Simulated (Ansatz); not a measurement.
Input of an Ansatz 0.2.0 run:

input.yaml

```yaml
crystal:
  lattice:
    - [-1.582345, 1.582345, 1.582345]
    - [1.582345, -1.582345, 1.582345]
    - [1.582345, 1.582345, -1.582345]
  atoms:
    - { symbol: W, position: [0.0, 0.0, 0.0] }
hamiltonian:
  xc: lda
  pseudopotentials: { kind: paw }
kpoints:
  mp_grid: { grid: [12, 12, 12] }
scf:
  occupations: { method: gaussian, width: 0.05 }
output:
  forces: true
  stress: true
  eigenvalues: true
```

Potentials or basis: Ansatz PAW.

The run is started by

```sh
$ ansatz run input.yaml --threads 2 --pin off --max-ram 5632MiB --backend cpu --events-out ev --progress --plain --runs-dir out
```

Problem. What does it give for the pressure?

Solution. -9.0 GPa.

Problem. Predict the band gap on the k mesh.

Solution. None (metal or under the smearing width).

Caveat: the PAW data sets come from PBE, with cores solved anew for the run's functional, which leaves a small shift of forces and pressure. The run has no spin-orbit coupling, so splittings on W are missing.
